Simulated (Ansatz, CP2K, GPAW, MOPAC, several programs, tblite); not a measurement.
# MgH2 from cheap methods to r2SCAN

How much accuracy does each second buy? MgH2 is computed with 10 methods of unlike cost, up to r2SCAN.

Computed with MOPAC, tblite, CP2K, Ansatz, GPAW (versions at each run) (no spin polarisation, static lattice; gaps from single points on the cell relaxed beforehand with r²SCAN, unless a step's input says otherwise).

### Step 1. Starting point

It takes space group I4_1/amd (No. 141, tetragonal). The conventional cell has a = 3.781 Å, b = 3.781 Å, c = 9.387 Å, α = 90.00°, β = 90.00°, γ = 90.00°. Around Mg (site symmetry -4m2) lie 6 H at 1.93 to 1.97 Å. H (site symmetry 2mm) has 3 Mg at 1.93 to 1.97 Å in its first shell of neighbours.

As a file:

```cif
data_structure
_symmetry_space_group_name_H-M 'P 1'
_symmetry_Int_Tables_number 1
_cell_length_a 5.4018
_cell_length_b 5.4018
_cell_length_c 5.4018
_cell_angle_alpha 139.024
_cell_angle_beta 139.024
_cell_angle_gamma 59.338
_cell_volume 67.11
loop_
_atom_site_label
_atom_site_type_symbol
_atom_site_fract_x
_atom_site_fract_y
_atom_site_fract_z
_atom_site_occupancy
Mg1 Mg 0.75000 0.25000 0.50000 1
Mg2 Mg 0.00000 0.00000 0.00000 1
H1 H 0.53982 0.03982 0.50000 1
H2 H 0.78982 0.78982 0.00000 1
H3 H 0.21018 0.21018 0.00000 1
H4 H 0.96018 0.46018 0.50000 1
```

The structure type (anatase) is imposed and need not be the compound's stable one.

**Question.** The methods are PM6, PM7, GFN1-xTB (tblite), GFN2-xTB (tblite), PBE/DZVP, PBE/SZV, coarse PBE, GLLB-SC, PBE, r2SCAN. What gap does r2SCAN give on this cell, and which other methods (full PBE left aside) come nearest to r2SCAN and farthest in gap, volume and bulk modulus?

| quantity | value |
| --- | --- |
| r2SCAN | gap 4.11 eV, 11.19 Å³/atom, B₀ 48 GPa |
| gap: nearest and farthest of the other methods | coarse PBE (-0.57 eV), GFN1-xTB (tblite) (-3.96 eV) |
| volume: nearest and farthest of the other methods | PBE/DZVP, PBE/SZV (about 0.3 % off); coarse PBE (+2.8 %) |
| bulk modulus: nearest and farthest of the other methods | PBE/DZVP (+6 %), coarse PBE (-19 %) |

Among the 8 methods compared for the gap (full PBE left aside), coarse PBE is nearest to r2SCAN and GFN1-xTB (tblite) farthest. For the volume (full PBE left aside), PBE/DZVP, PBE/SZV tie for nearest to r2SCAN; coarse PBE is farthest. Among the 3 methods compared for the bulk modulus (full PBE left aside), PBE/DZVP is nearest to r2SCAN and coarse PBE farthest. A minimal basis or a coarse cutoff and mesh shifts results by its own error, so closeness to r2SCAN can be chance. Cluster runs see only the k-points that fold onto the zone centre, so their gaps can miss the band edges. GLLB-SC is compared with its derivative discontinuity added. No volume is given for PM6, PM7, GFN1-xTB (tblite), GFN2-xTB (tblite), which can hide a larger miss. CPU times run from 0.8 s (coarse PBE) to 40 s (PBE/DZVP). On this cell PBE/DZVP, PBE/SZV cost more than r2SCAN itself (17 s), so they are no saving here. r2SCAN is a yardstick, not the truth: it usually gives gaps below the measured ones.
